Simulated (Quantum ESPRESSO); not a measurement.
# AlN (P6_3mc) in Quantum ESPRESSO: a series of runs, part 2 of 3

Quantum ESPRESSO 7.5. Earlier steps stand in the parts before.

**3. Dielectric tensor, PBE**

File pw.in:

```
&CONTROL
  calculation = 'scf'
  prefix = 'pwscf'
  outdir = './tmp'
  pseudo_dir = './pseudo'
  tprnfor = .true.
  tstress = .true.
  disk_io = 'low'
/
&SYSTEM
  ibrav = 0
  celldm(1) = 8
  nat = 4
  ntyp = 2
  ecutwfc = 84
  nbnd = 14
  occupations = 'smearing'
  smearing = 'fd'
  degauss = 0.00146997
/
&ELECTRONS
  conv_thr = 8d-10
  electron_maxstep = 120
  mixing_beta = 0.5
/
ATOMIC_SPECIES
Al    26.9815 Al.upf
N     14.0070 N.upf
CELL_PARAMETERS alat
  0.7353396782450   0.0000000000000   0.0000000000000
 -0.3676698391225   0.6368228417753   0.0000000000000
  0.0000000000000   0.0000000000000   1.1765907283451
ATOMIC_POSITIONS crystal
Al     0.3333333333    0.6666666667    0.0000000000
Al     0.6666666667    0.3333333333    0.5000000000
N      0.3333333333    0.6666666667    0.3800000000
N      0.6666666667    0.3333333333    0.8800000000
K_POINTS automatic
8 8 5 0 0 1
```

File relax.in:

```
&CONTROL
  calculation = 'vc-relax'
  prefix = 'pwscf'
  outdir = './tmp'
  pseudo_dir = './pseudo'
  tprnfor = .true.
  tstress = .true.
  disk_io = 'low'
  nstep = 40
  forc_conv_thr = 0.0001
  etot_conv_thr = 1d-06
/
&SYSTEM
  ibrav = 0
  celldm(1) = 8
  nat = 4
  ntyp = 2
  ecutwfc = 84
  nbnd = 14
  occupations = 'smearing'
  smearing = 'fd'
  degauss = 0.00146997
/
&ELECTRONS
  conv_thr = 8d-10
  electron_maxstep = 120
  mixing_beta = 0.5
/
&IONS
  ion_dynamics = 'bfgs'
/
&CELL
  cell_dynamics = 'bfgs'
  press = 0
  press_conv_thr = 0.2
/
ATOMIC_SPECIES
Al    26.9815 Al.upf
N     14.0070 N.upf
CELL_PARAMETERS alat
  0.7353396782450   0.0000000000000   0.0000000000000
 -0.3676698391225   0.6368228417753   0.0000000000000
  0.0000000000000   0.0000000000000   1.1765907283451
ATOMIC_POSITIONS crystal
Al     0.3333333333    0.6666666667    0.0000000000
Al     0.6666666667    0.3333333333    0.5000000000
N      0.3333333333    0.6666666667    0.3800000000
N      0.6666666667    0.3333333333    0.8800000000
K_POINTS automatic
8 8 5 0 0 1
```

File scf2.in:

```
&CONTROL
  calculation = 'scf'
  prefix = 'pwscf'
  outdir = './tmp'
  pseudo_dir = './pseudo'
  tprnfor = .true.
  tstress = .true.
  disk_io = 'low'
/
&SYSTEM
  ibrav = 0
  celldm(1) = 8
  nat = 4
  ntyp = 2
  ecutwfc = 84
  nbnd = 14
  occupations = 'fixed'
/
&ELECTRONS
  conv_thr = 1d-13
  electron_maxstep = 120
  mixing_beta = 0.5
  startingpot = 'file'
  startingwfc = 'file'
/
ATOMIC_SPECIES
Al    26.9815 Al.upf
N     14.0070 N.upf
CELL_PARAMETERS alat
  0.7389506811175  -0.0000000000000   0.0000000000000
 -0.3694753405587   0.6399500619915   0.0000000000000
  0.0000000000000   0.0000000000000   1.1846135716149
ATOMIC_POSITIONS crystal
Al     0.3333333334    0.6666666668   -0.0007705560
Al     0.6666666668    0.3333333334    0.4992294440
N      0.3333333334    0.6666666668    0.3807705560
N      0.6666666668    0.3333333334    0.8807705560
K_POINTS automatic
8 8 5 0 0 1
```

File ph.in:

```
dielectric of AlN
&INPUTPH
  prefix = 'pwscf'
  outdir = './tmp'
  tr2_ph = 1d-18
  fildyn = 'dyn'
  niter_ph = 90
  alpha_mix(1) = 0.7
  epsil = .true.
  trans = .false.
  zeu = .true.
/
0.0000000000 0.0000000000 0.0000000000
```

Potentials or basis: PseudoDojo 0.4.1 SR PBE standard.

The run is started by

```console
$ OMP_NUM_THREADS=1 pw.x -in pw.in > pw.out
$ OMP_NUM_THREADS=1 pw.x -in relax.in > relax.out
$ OMP_NUM_THREADS=1 pw.x -in scf2.in > scf2.out
$ OMP_NUM_THREADS=1 ph.x -in ph.in > ph.out
```

pw.out:

```text
This program is part of the open-source Quantum ESPRESSO suite
     for quantum simulation of materials; please cite
         "P. Giannozzi et al., J. Phys.:Condens. Matter 21 395502 (2009);
         "P. Giannozzi et al., J. Phys.:Condens. Matter 29 465901 (2017);
         "P. Giannozzi et al., J. Chem. Phys. 152 154105 (2020);
     in publications or presentations arising from this work. More details at

     Message from routine setup:
     using ibrav=0 with symmetry is DISCOURAGED, use correct ibrav instead

     G-vector sticks info
     --------------------
     sticks:   dense  smooth     PW     G-vecs:    dense   smooth      PW
     Sum         805     805    241                29383    29383    4685

     Using Slab Decomposition

     bravais-lattice index     =            0
     lattice parameter (alat)  =       8.0000  a.u.
     unit-cell volume          =     282.0993 (a.u.)^3
     number of atoms/cell      =            4
     number of atomic types    =            2
     number of electrons       =        16.00
     number of Kohn-Sham states=           14
     kinetic-energy cutoff     =      84.0000  Ry
     charge density cutoff     =     336.0000  Ry
     scf convergence threshold =      8.0E-10
     mixing beta               =       0.5000
     number of iterations used =            8  plain     mixing
     Exchange-correlation= PBE
                           (   1   4   3   4   0   0   0)

     celldm(1)=   8.000000  celldm(2)=   0.000000  celldm(3)=   0.000000
     celldm(4)=   0.000000  celldm(5)=   0.000000  celldm(6)=   0.000000

     crystal axes: (cart. coord. in units of alat)
               a(1) = (   0.735340   0.000000   0.000000 )
               a(2) = (  -0.367670   0.636823   0.000000 )
               a(3) = (   0.000000   0.000000   1.176591 )

     reciprocal axes: (cart. coord. in units 2 pi/alat)
               b(1) = (  1.359916  0.785148 -0.000000 )
               b(2) = (  0.000000  1.570295  0.000000 )
               b(3) = (  0.000000 -0.000000  0.849913 )

     PseudoPot. # 1 for Al read from file:
     Al.upf
     Pseudo is Norm-conserving + core correction, Zval =  3.0
     Generated using ONCVPSP code by D. R. Hamann
     Using radial grid of 1876 points,  6 beta functions with:
[... 26 lines left out ...]
         1        Al     tau(   1) = (  -0.0000000   0.4245486   0.0000000  )
         2        Al     tau(   2) = (   0.3676698   0.2122743   0.5882954  )
         3        N      tau(   3) = (  -0.0000000   0.4245486   0.4471045  )
         4        N      tau(   4) = (   0.3676698   0.2122743   1.0353998  )

     number of k points=    30  Fermi-Dirac smearing, width (Ry)=  0.0015
                       cart. coord. in units 2pi/alat
        k(    1) = (   0.0000000   0.0000000   0.0849913), wk =   0.0125000
        k(    2) = (   0.0000000   0.0000000   0.2549740), wk =   0.0125000
        k(    3) = (   0.0000000   0.0000000  -0.4249566), wk =   0.0062500
        k(    4) = (   0.0000000   0.1962869   0.0849913), wk =   0.0750000
        k(    5) = (   0.0000000   0.1962869   0.2549740), wk =   0.0750000
        k(    6) = (   0.0000000   0.1962869  -0.4249566), wk =   0.0375000
[... 22 lines left out ...]
        k(   29) = (   0.3399789   0.7851477   0.2549740), wk =   0.0750000
        k(   30) = (   0.3399789   0.7851477  -0.4249566), wk =   0.0375000

     Dense  grid:    29383 G-vectors     FFT dimensions: (  36,  36,  60)

     Initial potential from superposition of free atoms

     starting charge      15.9951, renormalised to      16.0000
     Starting wfcs are   16 randomized atomic wfcs

     Self-consistent Calculation

     iteration #  1     ecut=    84.00 Ry     beta= 0.50
     Davidson diagonalization with overlap
     ethr =  1.00E-02,  avg # of iterations =  3.9

     total energy              =     -50.82025102 Ry
     estimated scf accuracy    <       1.20295341 Ry
[... 71 lines left out ...]
     iteration # 12     ecut=    84.00 Ry     beta= 0.50
     Davidson diagonalization with overlap
     ethr =  2.38E-11,  avg # of iterations =  2.0

     End of self-consistent calculation

          k = 0.0000 0.0000 0.0850 (  3675 PWs)   bands (ev):

    -8.0002  -5.9661   1.2689   6.2900   6.2900   6.8742   6.9093   6.9093
    11.5201  13.8081  17.6311  18.2813  18.2813  19.9217
[... 53 lines left out ...]
    -5.9713  -5.9713   2.0425   2.0425   5.6298   5.6298   5.7888   5.7888
    12.7937  12.7937  16.6352  16.6352  18.8171  18.8171

          k = 0.0000-0.7851 0.0850 (  3660 PWs)   bands (ev):

    -6.0566  -5.3942   1.6249   2.8258   3.9290   5.0726   5.4853   6.4046
    12.7224  12.9767  15.6161  17.1877  18.1619  19.3501

          k = 0.0000-0.7851 0.2550 (  3660 PWs)   bands (ev):

    -5.9181  -5.5034   1.4089   2.1005   4.8115   5.2885   6.0094   6.1031
    12.1130  13.0035  16.2939  16.8296  18.5122  19.0141

          k = 0.0000-0.7851-0.4250 (  3676 PWs)   bands (ev):

    -5.7020  -5.7020   1.5354   1.5354   5.6702   5.6702   5.7562   5.7562
    12.4423  12.4423  16.4230  16.4230  18.9146  18.9146

          k = 0.1700 0.2944 0.0850 (  3674 PWs)   bands (ev):
[... 71 lines left out ...]
    -5.5353  -5.5353   2.1090   2.1090   3.6410   3.6410   6.2875   6.2875
    13.9995  13.9995  15.6072  15.6072  18.7495  18.7495

     the Fermi energy is     9.5010 ev

!    total energy              =     -51.17715863 Ry
     estimated scf accuracy    <          2.7E-10 Ry
     smearing contrib. (-TS)   =       0.00000000 Ry
     internal energy E=F+TS    =     -51.17715863 Ry

     The total energy is F=E-TS. E is the sum of the following terms:
     one-electron contribution =      -2.07189157 Ry
     hartree contribution      =      11.37786766 Ry
     xc contribution           =     -16.99668643 Ry
     ewald contribution        =     -43.48644828 Ry

     convergence has been achieved in  12 iterations

     Forces acting on atoms (cartesian axes, Ry/au):

     atom    1 type  1   force =     0.00000000    0.00000000   -0.00508132
     atom    2 type  1   force =     0.00000000    0.00000000   -0.00508132
     atom    3 type  2   force =    -0.00000000   -0.00000000    0.00508132
     atom    4 type  2   force =     0.00000000    0.00000000    0.00508132

     Total force =     0.010163     Total SCF correction =     0.000000

     Computing stress (Cartesian axis) and pressure

          total   stress  (Ry/bohr**3)                   (kbar)     P=       33.52
   0.00019070   0.00000000   0.00000000           28.05        0.00        0.00
   0.00000000   0.00019070   0.00000000            0.00       28.05        0.00
   0.00000000   0.00000000   0.00030230            0.00        0.00       44.47

=------------------------------------------------------------------------------=
   JOB DONE.
=------------------------------------------------------------------------------=
```

relax.out:

```text
This program is part of the open-source Quantum ESPRESSO suite
     for quantum simulation of materials; please cite
         "P. Giannozzi et al., J. Phys.:Condens. Matter 21 395502 (2009);
         "P. Giannozzi et al., J. Phys.:Condens. Matter 29 465901 (2017);
         "P. Giannozzi et al., J. Chem. Phys. 152 154105 (2020);
[... 1851 lines left out ...]
   0.00000000   0.00000151  -0.00000000            0.00        0.22       -0.00
  -0.00000000  -0.00000000  -0.00000015           -0.00       -0.00       -0.02

=------------------------------------------------------------------------------=
   JOB DONE.
=------------------------------------------------------------------------------=
```

scf2.out:

```text
This program is part of the open-source Quantum ESPRESSO suite
     for quantum simulation of materials; please cite
         "P. Giannozzi et al., J. Phys.:Condens. Matter 21 395502 (2009);
         "P. Giannozzi et al., J. Phys.:Condens. Matter 29 465901 (2017);
         "P. Giannozzi et al., J. Chem. Phys. 152 154105 (2020);
[... 319 lines left out ...]
  -0.00000000   0.00000149   0.00000000           -0.00        0.22        0.00
   0.00000000   0.00000000  -0.00000016            0.00        0.00       -0.02

=------------------------------------------------------------------------------=
   JOB DONE.
=------------------------------------------------------------------------------=
```

Run time: 4.4 min. Hardware: 1 thread of AMD EPYC 7R43 (Zen 3), shared host; peak memory 0.08 GiB.

Results:

| Quantity | Value |
| --- | --- |
| Free energy | -696.3092 eV |
| Relaxed volume | 10.63 Å³/atom |
| Relaxed cell | a = 3.128 Å, b = 3.128 Å, c = 5.015 Å, α = 90.00°, β = 90.00°, γ = 120.00° |
| Space group after relaxing (to 0.05 Å) | P6_3mc (No. 186) |
| Pressure after relaxing | 0.0 GPa |
| Electronic dielectric tensor (diagonal) | 4.44, 4.44, 4.65 |
| Born charges (mean of the diagonal) | Al +2.56; N -2.56 e |

The path:
| step | energy change (eV) | largest force (eV/Å) | pressure (GPa) | volume (Å³) |
| --- | --- | --- | --- | --- |
| 1 | 0.0000 | 0.1306 | 3.35 | 41.80 |
| 2 | -0.0084 | 0.0178 | -0.06 | 42.52 |
| 3 | -0.0084 | 0.0100 | -0.01 | 42.51 |
| 4 | -0.0085 | 0.0025 | 0.01 | 42.50 |
| 5 | -0.0085 | 0.0006 | 0.01 | 42.50 |

Final structure:
```yaml
crystal:
  lattice:
    - [3.12829, 0.00000, 0.00000]
    - [-1.56414, 2.70918, 0.00000]
    - [0.00000, 0.00000, 5.01496]
  atoms:
    - { symbol: Al, position: [0.33333, 0.66667, 0.99923] }
    - { symbol: Al, position: [0.66667, 0.33333, 0.49923] }
    - { symbol: N, position: [0.33333, 0.66667, 0.38077] }
    - { symbol: N, position: [0.66667, 0.33333, 0.88077] }
```

Levels at points of the mesh, in eV from the valence-band top:
```csv
k point,band 6,band 7,band 8,band 9,band 10,band 11
"(0.00, 0.00, -0.50)",-0.36,-0.36,-0.36,6.50,6.50,10.36
"(0.00, -0.50, -0.50)",-1.27,-1.17,-1.17,5.43,5.43,9.35
```

Electronic dielectric tensor:
```
4.44 0.00 0.00
0.00 4.44 0.00
0.00 0.00 4.65
```

Born effective charge tensors (e):
atom 1, Al
```
2.50 0.00 0.00
0.00 2.50 0.00
0.00 0.00 2.67
```
atom 2, Al
```
2.50 0.00 0.00
0.00 2.50 0.00
0.00 0.00 2.67
```
atom 3, N
```
-2.51  0.00  0.00
 0.00 -2.51  0.00
 0.00  0.00 -2.67
```
atom 4, N
```
-2.51  0.00  0.00
 0.00 -2.51  0.00
 0.00  0.00 -2.67
```

**4. Dielectric tensor, LDA**

pw.in is that of step 3.

File scf2.in:

```
&CONTROL
  calculation = 'scf'
  prefix = 'pwscf'
  outdir = './tmp'
  pseudo_dir = './pseudo'
  tprnfor = .true.
  tstress = .true.
  disk_io = 'low'
/
&SYSTEM
  ibrav = 0
  celldm(1) = 8
  nat = 4
  ntyp = 2
  ecutwfc = 84
  nbnd = 14
  occupations = 'fixed'
/
&ELECTRONS
  conv_thr = 1d-13
  electron_maxstep = 120
  mixing_beta = 0.5
  startingpot = 'file'
  startingwfc = 'file'
/
ATOMIC_SPECIES
Al    26.9815 Al.upf
N     14.0070 N.upf
CELL_PARAMETERS alat
  0.7353396782450   0.0000000000000   0.0000000000000
 -0.3676698391225   0.6368228417753   0.0000000000000
  0.0000000000000   0.0000000000000   1.1765907283451
ATOMIC_POSITIONS crystal
Al     0.3333333333    0.6666666667    0.0000000000
Al     0.6666666667    0.3333333333    0.5000000000
N      0.3333333333    0.6666666667    0.3800000000
N      0.6666666667    0.3333333333    0.8800000000
K_POINTS automatic
8 8 5 0 0 1
```

ph.in is that of step 3.

Potentials or basis: PseudoDojo 0.4.1 SR LDA standard.

The run is started by

```console
$ OMP_NUM_THREADS=1 pw.x -in pw.in > pw.out
$ OMP_NUM_THREADS=1 pw.x -in scf2.in > scf2.out
$ OMP_NUM_THREADS=1 ph.x -in ph.in > ph.out
```

pw.out:

```text
This program is part of the open-source Quantum ESPRESSO suite
     for quantum simulation of materials; please cite
[... 9 lines left out ...]
     --------------------
     sticks:   dense  smooth     PW     G-vecs:    dense   smooth      PW
     Sum         805     805    241                29383    29383    4685

     Using Slab Decomposition

     bravais-lattice index     =            0
     lattice parameter (alat)  =       8.0000  a.u.
     unit-cell volume          =     282.0993 (a.u.)^3
     number of atoms/cell      =            4
     number of atomic types    =            2
     number of electrons       =        16.00
     number of Kohn-Sham states=           14
     kinetic-energy cutoff     =      84.0000  Ry
     charge density cutoff     =     336.0000  Ry
     scf convergence threshold =      8.0E-10
     mixing beta               =       0.5000
     number of iterations used =            8  plain     mixing
     Exchange-correlation= SLA  PW   NOGX NOGC
                           (   1   4   0   0   0   0   0)

[... 234 lines left out ...]

          k = 0.1700 0.2944 0.0850 (  3674 PWs)   bands (ev):
[... 71 lines left out ...]
    -5.6021  -5.6021   1.7460   1.7460   3.2924   3.2924   5.9644   5.9644
    13.5803  13.5803  15.1715  15.1715  18.2529  18.2529

     the Fermi energy is     9.1090 ev

!    total energy              =     -51.37334262 Ry
     estimated scf accuracy    <          6.0E-10 Ry
     smearing contrib. (-TS)   =       0.00000000 Ry
     internal energy E=F+TS    =     -51.37334262 Ry

     The total energy is F=E-TS. E is the sum of the following terms:
     one-electron contribution =      -2.13624739 Ry
     hartree contribution      =      11.23437035 Ry
     xc contribution           =     -16.98501730 Ry
     ewald contribution        =     -43.48644828 Ry

     convergence has been achieved in  10 iterations

     Forces acting on atoms (cartesian axes, Ry/au):

     atom    1 type  1   force =     0.00000000    0.00000000   -0.00444513
     atom    2 type  1   force =    -0.00000000   -0.00000000   -0.00444513
     atom    3 type  2   force =    -0.00000000   -0.00000000    0.00444513
     atom    4 type  2   force =     0.00000000    0.00000000    0.00444513

     Total force =     0.008890     Total SCF correction =     0.000001

     Computing stress (Cartesian axis) and pressure

          total   stress  (Ry/bohr**3)                   (kbar)     P=      -58.45
  -0.00043759  -0.00000000   0.00000000          -64.37       -0.00        0.00
  -0.00000000  -0.00043759   0.00000000           -0.00      -64.37        0.00
   0.00000000   0.00000000  -0.00031681            0.00        0.00      -46.60

=------------------------------------------------------------------------------=
   JOB DONE.
=------------------------------------------------------------------------------=
```

scf2.out:

```text
This program is part of the open-source Quantum ESPRESSO suite
     for quantum simulation of materials; please cite
[... 9 lines left out ...]
     --------------------
     sticks:   dense  smooth     PW     G-vecs:    dense   smooth      PW
     Sum         805     805    241                29383    29383    4685
[... 330 lines left out ...]
  -0.00043778  -0.00000000  -0.00000000          -64.40       -0.00       -0.00
  -0.00000000  -0.00043778  -0.00000000           -0.00      -64.40       -0.00
   0.00000000   0.00000000  -0.00031699            0.00        0.00      -46.63

=------------------------------------------------------------------------------=
   JOB DONE.
=------------------------------------------------------------------------------=
```

ph.out:

```text
This program is part of the open-source Quantum ESPRESSO suite
     for quantum simulation of materials; please cite
         "P. Giannozzi et al., J. Phys.:Condens. Matter 21 395502 (2009);
         "P. Giannozzi et al., J. Phys.:Condens. Matter 29 465901 (2017);
         "P. Giannozzi et al., J. Chem. Phys. 152 154105 (2020);
     in publications or presentations arising from this work. More details at

     IMPORTANT: XC functional enforced from input :
[... 217 lines left out ...]
      E*z (        0.00000        0.00000       -2.66682 )

     INITIALIZATION:

     DIELECTRIC CONSTANT AND EFFECTIVE CHARGES:

      Additional routines

=------------------------------------------------------------------------------=
   JOB DONE.
=------------------------------------------------------------------------------=
```

Wall time 7.1 min (1 thread of AMD EPYC, shared host); peak memory 0.08 GiB.

Results:

```yaml
Free_energy: -698.9699 eV
Pressure: -5.8 GPa
Largest_force: 0.114 eV/Å
Electronic_dielectric_tensor_diagonal: 4.42, 4.42, 4.60
Born_charges_mean_of_the_diagonal: Al +2.57; N -2.57 e
```

Forces in eV/Å, atoms in the order of the input:
```
Al   0.000  0.000 -0.114
Al   0.000  0.000 -0.114
N    0.000  0.000  0.114
N    0.000  0.000  0.114
```

Stress tensor (GPa, compression positive):
```
-6.44  0.00  0.00
 0.00 -6.44  0.00
 0.00  0.00 -4.66
```

Levels at points of the mesh, in eV from the valence-band top:
```
             k point  band 5  band 6  band 7  band 8  band 9  band 10  band 11  band 12
 (0.00, 0.00, -0.50)   -0.35   -0.35   -0.35   -0.35    6.60     6.60    10.34    10.34
(0.00, -0.50, -0.50)   -1.28   -1.28   -1.19   -1.19    5.41     5.41     9.31     9.31
```

Electronic dielectric tensor:
```
4.42 0.00 0.00
0.00 4.42 0.00
0.00 0.00 4.60
```

Born effective charge tensors (e):
atom 1, Al
```
2.51 0.00 0.00
0.00 2.51 0.00
0.00 0.00 2.67
```
atom 2, Al
```
2.51 0.00 0.00
0.00 2.51 0.00
0.00 0.00 2.67
```
atom 3, N
```
-2.52  0.00  0.00
 0.00 -2.52  0.00
 0.00  0.00 -2.67
```
atom 4, N
```
-2.52  0.00  0.00
 0.00 -2.52  0.00
 0.00  0.00 -2.67
```

Caveat: the cell is more than 3 GPa from zero pressure, which shifts response properties.

(Part 2 of 3 ends here.)
